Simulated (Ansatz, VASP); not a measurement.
# V (V wire along [111], 7 atoms a period) in two plane-wave programs

One calculation is typed for both programs; each brings its own data sets. How far apart do they land? The structure shown is the end of the Ansatz relaxation below.

Method: plane waves, with VASP 6.6.1 beside it; single point at PBE, in Ansatz 0.2.0.

## Step 1: Starting point

The cell holds 7 atoms: 7 V. Cell: a = 11.028 Å, b = 11.683 Å, c = 2.467 Å, α = 90.0°, β = 90.0°, γ = 90.0°. Vacuum lies along a and b. The structure's axis is c.

## Step 2: Ansatz: relaxation, PBE

Ansatz runs on its PAW soft_1 files.

This run makes the geometry at which the two programs are then compared.

input.yaml reads:

```yaml
crystal:
  lattice:
    - [11.028, 0.0, 0.0]
    - [0.0, 11.683, 0.0]
    - [0.0, 0.0, 2.5894159573]
  atoms:
    - { symbol: V, position: [0.500022604, 0.499985002, 0.0] }
    - { symbol: V, position: [0.30830613, 0.395503072, 0.333333333] }
    - { symbol: V, position: [0.500022604, 0.708948862, 0.333333333] }
    - { symbol: V, position: [0.691739078, 0.395503072, 0.333333333] }
    - { symbol: V, position: [0.30830613, 0.604466932, 0.666666667] }
    - { symbol: V, position: [0.500022604, 0.291021142, 0.666666667] }
    - { symbol: V, position: [0.691739078, 0.604466932, 0.666666667] }
kpoints:
  mp_grid: { grid: [1, 1, 31] }
scf:
  occupations: { method: fermi_dirac, width: 0.05 }
hamiltonian:
  xc: pbe
  pseudopotentials: { kind: paw, azcp: { folder: soft_1 } }
relax:
  cell: { fix: [a, b, alpha, beta, gamma] }
  max_steps: 45
  f_tol: 0.03
```

Run with:

```
$ ansatz run input.yaml --threads 4 --pin off --max-ram 16384MiB --backend cpu --events-out ev --progress --plain --runs-dir out
```

Numbers of over 12 decimals in the logs are rounded to 6 here.

Output:

```text
Engine: ansatz 0.2.0, aarch64-unknown-linux-gnu
Pseudopotentials: kind: paw
Pseudopotential: V, paw, valence charge 13, recommended cutoff 420 eV (normal), soft_1/V.paw.azcp
Functional definition: PBE
  parameter kappa = 0.804
  parameter beta = 0.066725
  exchange = pbe_x(kappa = kappa, mu = beta*pi^2/3)
  correlation = pbe_c(beta = beta)
Crystal: 7 atoms, lattice volume = 333.621 Å³
Basis set: ecut = 420 eV, 6547 PW (Γ), exchange–correlation on 150×160×36 points (8 copies of the dense FFT grid, shifted against one another)
Bands: 55, of which v1, the nominal top of the filled ones, is band 46 counted from 1 (45 counted from 0)
Symmetry: 4 space group operations
Space group: P2/m (ITA 10), of the structure as read, at distance tolerance 6.9e-5 Å
k-points: 16 of 31
Non-local potential: V, projectors of the file, l = 0: 3, l = 1: 2, l = 2: 3, l = 3: 1
PAW form: soft (Blöchl's): semilocal exchange-correlation on the pseudo side does not see the compensation charge
PAW one-centre angular grid: V, 590 points (default); XC on 64 Gauss nodes
Initial density: superposition of atomic densities (neutral atoms: chi_scale 0, normalization atom)
Initial wavefunctions: pseudopotential atomic-orbital guess
Functional: x = pbe(κ = 0.804, μ = 0.219515), c = pbe(β = 0.066725)
SCF iter   1: F=—  HF=-20388.901091 eV  |F-HF|=—  |Δ(HF+E_count)|=         —  Δρ=6.67e-2  dr2=8.84e1  ethr=3.10e-3  ⟨swp⟩=9.7  Hψ=4021  notcnv=0
preconditioner: auto → LDOS  [metal: Δε(μ)=0.050 eV  Ē_g=3.054 eV  σ=0.050 eV  W_gap=0.24  n_scr=46 (ndim 8)  ℏωp=12.0 eV  f_vac=0.505  D(μ)=8.73/eV (n_scr^D=46)  β→1.0]
SCF iter   2: F=—  HF=-20390.762379 eV  |F-HF|=—  |Δ(HF+E_count)|=    1.86e0  Δρ=8.09e-2  dr2=1.36e2  ethr=3.10e-3  ⟨swp⟩=6.4  Hψ=3649  notcnv=0
SCF iter   3: F=—  HF=-20377.920611 eV  |F-HF|=—  |Δ(HF+E_count)|=    1.28e1  Δρ=3.32e-2  dr2=9.83e0  ethr=3.10e-3  ⟨swp⟩=3.9  Hψ=2312  notcnv=0
SCF iter   4: F=—  HF=-20377.187728 eV  |F-HF|=—  |Δ(HF+E_count)|=   7.33e-1  Δρ=6.66e-3  dr2=1.13e0  ethr=3.10e-3  ⟨swp⟩=4.6  Hψ=2129  notcnv=0
SCF iter   5: F=—  HF=-20377.100329 eV  |F-HF|=—  |Δ(HF+E_count)|=   8.74e-2  Δρ=5.67e-3  dr2=4.47e-1  ethr=1.24e-3  ⟨swp⟩=2.9  Hψ=1329  notcnv=0
SCF iter   6: F=—  HF=-20377.044400 eV  |F-HF|=—  |Δ(HF+E_count)|=   5.59e-2  Δρ=1.61e-3  dr2=3.51e-2  ethr=4.92e-4  ⟨swp⟩=4.3  Hψ=1267  notcnv=0  defer=1
SCF iter   7: F=—  HF=-20377.043086 eV  |F-HF|=—  |Δ(HF+E_count)|=   1.31e-3  Δρ=1.05e-3  dr2=4.43e-3  ethr=3.86e-5  ⟨swp⟩=2.7  Hψ=1323  notcnv=0
SCF iter   8: F=—  HF=-20377.043395 eV  |F-HF|=—  |Δ(HF+E_count)|=   3.09e-4  Δρ=3.38e-4  dr2=2.07e-3  ethr=4.87e-6  ⟨swp⟩=2.1  Hψ=1201  notcnv=0
SCF iter   9: F=—  HF=-20377.043334 eV  |F-HF|=—  |Δ(HF+E_count)|=   6.19e-5  Δρ=1.49e-4  dr2=1.32e-4  ethr=2.28e-6  ⟨swp⟩=2.1  Hψ=1111  notcnv=0
SCF iter  10: F=—  HF=-20377.043354 eV  |F-HF|=—  |Δ(HF+E_count)|=   2.06e-5  Δρ=6.16e-5  dr2=1.79e-5  ethr=1.45e-7  ⟨swp⟩=3.1  Hψ=1333  notcnv=0
SCF iter  11: F=—  HF=-20377.043387 eV  |F-HF|=—  |Δ(HF+E_count)|=   3.26e-5  Δρ=2.15e-5  dr2=1.84e-6  ethr=1.97e-8  ⟨swp⟩=2.1  Hψ=1214  notcnv=0
SCF iter  12: F=—  HF=-20377.043387 eV  |F-HF|=—  |Δ(HF+E_count)|=   2.41e-7  Δρ=8.22e-6  dr2=3.82e-7  ethr=2.02e-9  ⟨swp⟩=2.7  Hψ=1545  notcnv=0
SCF iter  13: F=—  HF=-20377.043387 eV  |F-HF|=—  |Δ(HF+E_count)|=   2.11e-7  Δρ=5.05e-6  dr2=1.09e-7  ethr=1.10e-10  ⟨swp⟩=6.2  Hψ=3095  notcnv=0
SCF iter  14: F=-20377.043387 eV  HF=-20377.043387 eV  |F-HF|=8.93e-9  |Δ(HF+E_count)|=   6.94e-9  Δρ=2.02e-6  dr2=2.06e-8  ethr=1.10e-10  ⟨swp⟩=5.1  Hψ=2828  notcnv=0
SCF 1 converged in 14 iterations: F = -20377.043387 eV  dr2 = 2.06e-8
  greatest PAW one-centre occupation: 1.000 electrons in one spin orbital (limit 2), on the V atom at site 0 (counted from 0), in its partial waves of l = 0
relax step   1: F+E_penalty+E_count = -20377.04338724 eV  Δ(F+E_penalty+E_count) = +0.000e0 eV  max|allowed force component| = 1.344e0 eV/Å  Δτ_max = 0.0000 Å  P = -5.164 GPa  Ω = 333.621 Å³  fix = [a, b, alpha, beta, gamma]  reactions: a -4.775, b -4.777 GPa; alpha +0.007 GPa/rad  (14 SCF iters, dr2 threshold 1.00e-7 eV, accepted)
[...]
relax step   5: F+E_penalty+E_count = -20377.85934573 eV  Δ(F+E_penalty+E_count) = -2.365e-3 eV  max|allowed force component| = 2.061e-2 eV/Å  Δτ_max = 0.0082 Å  P = -0.076 GPa  Ω = 318.099 Å³  energy of the carried Pulay correction = +3.359e-3 eV  fix = [a, b, alpha, beta, gamma]  reactions: a -0.103, b -0.061 GPa; alpha +0.009 GPa/rad  (7 SCF iters, dr2 threshold 2.89e-7 eV, accepted)
[...]
relax step   6: F+E_penalty+E_count = -20377.85950415 eV  Δ(F+E_penalty+E_count) = -1.584e-4 eV  max|allowed force component| = 1.783e-2 eV/Å  Δτ_max = 0.0147 Å  P = -0.079 GPa  Ω = 317.863 Å³  energy of the carried Pulay correction = +3.412e-3 eV  fix = [a, b, alpha, beta, gamma]  reactions: a -0.163, b -0.028 GPa; alpha +0.009 GPa/rad  (9 SCF iters, dr2 threshold 1.01e-8 eV, accepted)
[...]
relax step   7: F+E_penalty+E_count = -20377.85530388 eV  Δ(F+E_penalty+E_count) = +4.200e-3 eV  max|allowed force component| = 1.862e-2 eV/Å  Δτ_max = 0.0000 Å  P = -0.066 GPa  Ω = 317.863 Å³  fix = [a, b, alpha, beta, gamma]  reactions: a -0.152, b -0.013 GPa; alpha +0.009 GPa/rad  stress off target by 3.20e-2 GPa on what of the cell is left free  SCF on the basis re-selected at this cell (its energy is not comparable with the rows above)  (9 SCF iters)
basis re-selected at this cell: Δ(F+E_penalty+E_count) = +4.200e-3 eV, ΔP = +0.013 GPa vs the last step (what re-selecting the basis moved, of the pressure what is left beyond the Pulay correction that the steps carried, after the strain that the cell walked since its last selection, with what the two solves' SCF thresholds leave and, on support functions, any second-order correction that the steps lacked; it is no m [...]
SCF converged after 9 iterations
Free energy (F): -20377.855304 eV
Harris-Foulkes:  -20377.855304 eV  (|F-HF|=3.64e-12)
Internal energy: -20377.739897 eV  (E = F + TS)
E sigma→0 (E₀):  -20377.797601 eV
Entropy (-TS):   -0.115406 eV (-16.487 meV/atom)
Fermi energy:    2.589571 eV
--- Per-component energies (eV) ---
  E_band       = -2305.754407
  E_kinetic    = 2070.412890
  E_local      = -40155.560980  (includes V_loc(G=0)·N_el)
  E_nonlocal   = 590.425464
  E_hartree    = 18848.144397
  E_xc         = -797.904550
  E_vxc        = -1008.670075  (∫ρ·V_xc dr)
  E_paw        = -7886.378284  (= ΣΔE_a)
  E_vpaw       = -1498.657682  (= ΣTr[D̂ρ^β])
  E_aug_tail   = 0.007343  (compensation charges beyond the density's cutoff)
  E_ewald      = 6953.113821
  E_smearing   = -0.115406  (= −TS)
  E_closure    = 0.000000  (closes the sum)
  Σ components = -20377.855304   (vs F -20377.855304, Δ=0.00e0)
--- Forces (eV/Å), atoms counted from 1 ---
  atom   1  V      0.00000000     0.00000000     0.00000000
  atom   2  V      0.00828264     0.00541352    -0.01540018
  atom   3  V      0.00000000     0.01862076    -0.01791336
  atom   4  V     -0.00828264     0.00541352    -0.01540018
  atom   5  V      0.00828264    -0.00541352     0.01540018
  atom   6  V     -0.00000000    -0.01862076     0.01791336
  atom   7  V     -0.00828264    -0.00541352     0.01540018
  max |Σ_I F_I| component: 3.47e-18 eV/Å
--- Stress (GPa, compression-positive) ---
       -0.151802       0.000000       0.000000
        0.000000      -0.013449      -0.008538
        0.000000      -0.008538      -0.031990
  P = ⅓ Tr σ = -0.0657 GPa (-0.657 kbar)
--- Relaxed structure (6 steps of the walk, 6 accepted, 1 SCFs on fresh bases) ---
  F+E_penalty+E_count = -20377.85530388 eV   max|allowed force component| = 1.862e-2 eV/Å   (the final SCF, on the basis selected at the relaxed cell)
  cell:  # Å, volume = 317.8626 Å³
    - [11.028, 0.0, 0.0]
    - [0.0, 11.683, 0]
    - [0.0, 0, 2.467109]
  atoms:
    - { symbol: V, position: [0.500022604, 0.499985, 4.785203372339975e-19] }
    - { symbol: V, position: [0.316473, 0.400860, 0.332912] }
    - { symbol: V, position: [0.500022604, 0.697978, 0.323650] }
    - { symbol: V, position: [0.683572, 0.400860, 0.332912] }
    - { symbol: V, position: [0.316473, 0.599110, 0.667088] }
    - { symbol: V, position: [0.500022604, 0.301992, 0.676350] }
    - { symbol: V, position: [0.683572, 0.599110, 0.667088] }
```

## Step 3: VASP: single point, PBE

The same cell, functional, mesh and smearing now go to VASP, with its own data sets.

Lines of VASP's logs that name or quote its potential files are left out, and so is its time.

INCAR reads:

```
SYSTEM = V
PREC = Accurate
ENCUT = 500
EDIFF = 1E-06
NELM = 120
ISMEAR = -1
SIGMA = 0.05
LREAL = .FALSE.
ALGO = Normal
GGA = PE
NBANDS = 56
LASPH = .TRUE.
LORBIT = 11
LWAVE = .FALSE.
LCHARG = .FALSE.
ISIF = 2
GGA_COMPAT = .FALSE.
KPAR = 2
```

POSCAR reads:

```
V
1.0
   11.0280000000      0.0000000000      0.0000000000
    0.0000000000     11.6830000000      0.0000000000
    0.0000000000      0.0000000000      2.4671086620
V
7
Direct
    0.5000226040      0.4999850020      0.0000000000
    0.3164733844      0.4008604700      0.3329118487
    0.5000226040      0.6979775336      0.3236502531
    0.6835718236      0.4008604700      0.3329118487
    0.3164733844      0.5991095340      0.6670881513
    0.5000226040      0.3019924704      0.6763497469
    0.6835718236      0.5991095340      0.6670881513
```

KPOINTS reads:

```
Automatic mesh
0
Gamma
1 1 31
0 0 0
```

The projector-augmented-wave data sets are V_sv (PBE family, release 64).

Run with:

```
$ mpirun -np 2 vasp_std
```

Output:

```text
[banner, memory and clock lines left out]
running    2 mpi-ranks, on    1 nodes
 distrk:  each k-point on    1 cores,    2 groups
 distr:  one band on    1 cores,    1 groups

 POSCAR found type information on POSCAR V
 POSCAR found :  1 types and       7 ions
 LDA part: xc-table for (Slater+PW92), standard interpolation
 POSCAR, INCAR and KPOINTS ok, starting setup
 FFT: planning ... GRIDC
 FFT: planning ... GRID_SOFT
 FFT: planning ... GRID
 WAVECAR not read
 entering main loop
       N       E                     dE             d eps       ncg     rms          rms(c)
DAV:   1     0.117928509530E+04    0.11793E+04   -0.56672E+04  2408   0.145E+03
DAV:   2    -0.111733970468E+02   -0.11905E+04   -0.11691E+04  1824   0.512E+02
DAV:   3    -0.655533655766E+02   -0.54380E+02   -0.52334E+02  2488   0.118E+02
DAV:   4    -0.674065971074E+02   -0.18532E+01   -0.17912E+01  2344   0.177E+01
DAV:   5    -0.674713985437E+02   -0.64801E-01   -0.63776E-01  2312   0.291E+00    0.461E+01
DAV:   6    -0.665497601684E+02    0.92164E+00   -0.20253E+02  2336   0.728E+01    0.210E+01
DAV:   7    -0.578199325935E+02    0.87298E+01   -0.12344E+02  2480   0.434E+01    0.258E+01
DAV:   8    -0.552267474894E+02    0.25932E+01   -0.11167E+02  2384   0.369E+01    0.106E+01
DAV:   9    -0.547817458186E+02    0.44500E+00   -0.84814E+00  2352   0.151E+01    0.978E+00
DAV:  10    -0.540937738765E+02    0.68797E+00   -0.29436E+00  2432   0.856E+00    0.428E+00
DAV:  11    -0.539975585650E+02    0.96215E-01   -0.23822E-01  2384   0.263E+00    0.252E+00
DAV:  12    -0.539295096240E+02    0.68049E-01   -0.47826E-01  2408   0.377E+00    0.106E+00
DAV:  13    -0.539520165913E+02   -0.22507E-01   -0.11562E-01  2472   0.197E+00    0.187E+00
DAV:  14    -0.539298786377E+02    0.22138E-01   -0.21165E-01  2416   0.319E+00    0.329E-01
DAV:  15    -0.539308843932E+02   -0.10058E-02   -0.70611E-03  2376   0.537E-01    0.120E-01
DAV:  16    -0.539354035595E+02   -0.45192E-02   -0.53420E-03  2008   0.244E-01    0.856E-02
DAV:  17    -0.539362941271E+02   -0.89057E-03   -0.18173E-03  2448   0.255E-01    0.127E-01
DAV:  18    -0.539369780769E+02   -0.68395E-03   -0.15007E-03  2408   0.243E-01    0.296E-02
DAV:  19    -0.539370465673E+02   -0.68490E-04   -0.89722E-05  2200   0.478E-02    0.262E-02
DAV:  20    -0.539371982276E+02   -0.15166E-03   -0.59005E-05  2144   0.358E-02    0.108E-02
DAV:  21    -0.539372136998E+02   -0.15472E-04   -0.15933E-05  2048   0.208E-02    0.488E-03
DAV:  22    -0.539372203842E+02   -0.66844E-05   -0.65471E-06  1752   0.126E-02    0.361E-03
DAV:  23    -0.539372204189E+02   -0.34699E-07   -0.49237E-07  1304   0.473E-03
   1 F= -.53937220E+02 E0= -.53879189E+02  d E =-.116062E+00
```

From OUTCAR (step 3):

```text
ion  position               nearest neighbor table
   1  0.500  0.500  0.000-   3 2.45   6 2.45   7 2.47   4 2.47   5 2.47   2 2.47   6 2.85   3 2.85
                             7 2.85   4 2.85   5 2.85   2 2.85
   2  0.316  0.401  0.333-   5 2.46   1 2.47   6 2.48   6 2.84   5 2.84   1 2.85
   3  0.500  0.698  0.324-   1 2.45   7 2.48   5 2.48   7 2.84   5 2.84   1 2.85
   4  0.684  0.401  0.333-   7 2.46   1 2.47   6 2.48   6 2.84   7 2.84   1 2.85
   5  0.316  0.599  0.667-   2 2.46   1 2.47   3 2.48   3 2.84   2 2.84   1 2.85
   6  0.500  0.302  0.676-   1 2.45   4 2.48   2 2.48   4 2.84   2 2.84   1 2.85
   7  0.684  0.599  0.667-   4 2.46   1 2.47   3 2.48   3 2.84   4 2.84   1 2.85

  LATTYP: Found a simple orthorhombic cell.
 ALAT       =     2.4671086620
 B/A-ratio  =     4.4700098418
 C/A-ratio  =     4.7355028094

 Subroutine GETGRP returns: Found  4 space group operations
 (whereof  1 operations were pure point group operations)

The static configuration has the point symmetry C_1 .
 The point group associated with its full space group is C_2h.

 Found     16 irreducible k-points:

   k-points           NKPTS =     16   k-points in BZ     NKDIM =     16   number of bands    NBANDS=     56

   dimension x,y,z NGX =    80 NGY =   90 NGZ =   18
   dimension x,y,z NGXF=   160 NGYF=  180 NGZF=   36

   ENCUT  =  500.0 eV  36.75 Ry    6.06 a.u.  20.11 21.30  4.50*2*pi/ulx,y,z

   NELECT =      91.0000    total number of electrons

 k-points in reciprocal lattice and weights: Automatic mesh
   0.00000000  0.00000000  0.00000000       0.032
   0.00000000  0.00000000  0.03225806       0.065
   0.00000000  0.00000000  0.06451613       0.065
   0.00000000  0.00000000  0.09677419       0.065
   0.00000000  0.00000000  0.12903226       0.065
   0.00000000  0.00000000  0.16129032       0.065
   0.00000000  0.00000000  0.19354839       0.065
   0.00000000  0.00000000  0.22580645       0.065
   0.00000000  0.00000000  0.25806452       0.065
[...]
0.00000000  0.00000000  0.45161290       0.065
   0.00000000  0.00000000  0.48387097       0.065

 average (electrostatic) potential at core
       1 -79.4570       2 -79.6424       3 -79.6403       4 -79.6424       5 -79.6424
       6 -79.6403       7 -79.6424

 E-fermi :   0.5550

 k-point     1 :       0.0000    0.0000    0.0000
  band No.  band energies     occupation
    ...
     42      -0.3380      2.00000
     43      -0.3178      2.00000
     44      -0.1381      2.00000
     45      -0.0087      1.99997
     46       0.0248      1.99995
     47       0.6918      0.12164
     48       0.7549      0.03602
     49       0.7790      0.02242
     50       0.8327      0.00772
     51       0.8776      0.00315
    ...

 k-point     2 :       0.0000    0.0000    0.0323
  band No.  band energies     occupation
    ...
     42      -0.3409      2.00000
     43      -0.3298      2.00000
     44      -0.1133      2.00000
     45       0.0053      1.99997
     46       0.0506      1.99992
     47       0.6702      0.18151
     48       0.7309      0.05761
     49       0.7817      0.02124
     50       0.8364      0.00716
     51       0.8518      0.00526
    ...

 k-point     3 :       0.0000    0.0000    0.0645
  band No.  band energies     occupation
    ...
     42      -0.3563      2.00000
     43      -0.3504      2.00000
     44      -0.0487      1.99999
     45       0.0471      1.99992
     46       0.1275      1.99961
     47       0.6163      0.45326
     48       0.6732      0.17183
     49       0.7785      0.02262
     50       0.8026      0.01404
     51       0.8344      0.00745
    ...

  Total       -0.2188547      0.0721817      0.0722674      0.0000000     -0.0105269      0.0000000
  in kB       -1.1031311      0.3638296      0.3642615      0.0000000     -0.0530604      0.0000000
  external PRESSURE =      -0.1250133 kB  Pullay stress =       0.0000000 kB

  energy-cutoff  :      500.00
  volume of cell :      317.86
      direct lattice vectors                 reciprocal lattice vectors
    11.028000000  0.000000000  0.000000000     0.090678273  0.000000000  0.000000000
     0.000000000 11.683000000  0.000000000     0.000000000  0.085594453  0.000000000
     0.000000000  0.000000000  2.467108662     0.000000000  0.000000000  0.405332775

 POSITION                                       TOTAL-FORCE (eV/Angst)
 -----------------------------------------------------------------------------------
      5.51425      5.84132      0.00000         0.000000     -0.000000      0.000000
      3.49007      4.68325      0.82133        -0.015218     -0.011733     -0.017394
      5.51425      8.15447      0.79848         0.000000      0.049800     -0.018585
      7.53843      4.68325      0.82133         0.015218     -0.011733     -0.017394
      3.49007      6.99940      1.64578        -0.015218      0.011733      0.017394
      5.51425      3.52818      1.66863         0.000000     -0.049800      0.018585
      7.53843      6.99940      1.64578         0.015218      0.011733      0.017394
 -----------------------------------------------------------------------------------
    total drift:                               -0.000004     -0.000004     -0.000001

  FREE ENERGIE OF THE ION-ELECTRON SYSTEM (eV)
  ---------------------------------------------------
  free  energy   TOTEN  =       -53.9372204189 eV

  energy  without entropy=      -53.8211582601  energy(sigma->0) =      -53.87918934

 total charge
# of ion       s       p       d       tot
------------------------------------------
    1        2.375   6.286   3.261  11.922
    2        2.360   6.128   3.202  11.691
    3        2.360   6.129   3.202  11.691
    4        2.360   6.128   3.202  11.691
    5        2.360   6.128   3.202  11.691
    6        2.360   6.129   3.202  11.691
    7        2.360   6.128   3.202  11.691
--------------------------------------------------
tot         16.537  43.058  22.472  82.068

[... 3 further parts left out ...]
```

This run has no spin polarisation, so a moment on V, if there is one, isn't seen. Its electron count is odd, so without a moment it is a metal by construction.

## Step 4: Side by side

Known differences besides the potentials themselves: the cutoff is 420 eV in Ansatz and 500 eV in VASP; Ansatz's pressure holds a Pulay correction, VASP's none. Total energies have different zeros and are not compared.

Compared:

```
      quantity  Ansatz   VASP  difference
pressure (GPa)   -0.07  -0.01       -0.05
```

At this near-relaxed geometry the largest component of a force difference is 31 meV/Å.

## Step 5: Summary of results

| Quantity | Value |
| --- | --- |
| r.m.s. force difference (single point, PBE) | 16 meV/Å |

What this shows: The r.m.s. force difference is 16 meV/Å (single point, PBE), beyond the 12 meV/Å picked in this series as the mark of a large difference. What causes the difference of the single point, PBE pair stays open here. Such differences can come from data sets, numerical settings and the points named under the comparisons, not from the functional's error against experiment.

[Lines on the potential files, build, host, timing and source positions are cut from VASP's logs without a mark.]

[Logs are printed without paths, hosts, clocks, repeated set-up lines and the standing remarks that a program may print on its own settings, such as how far it seeks lower states.]

[Hosts, paths, dates, database ids (printed as entryN), source tags and the programs' standing remarks are cut or masked in the printed files.]
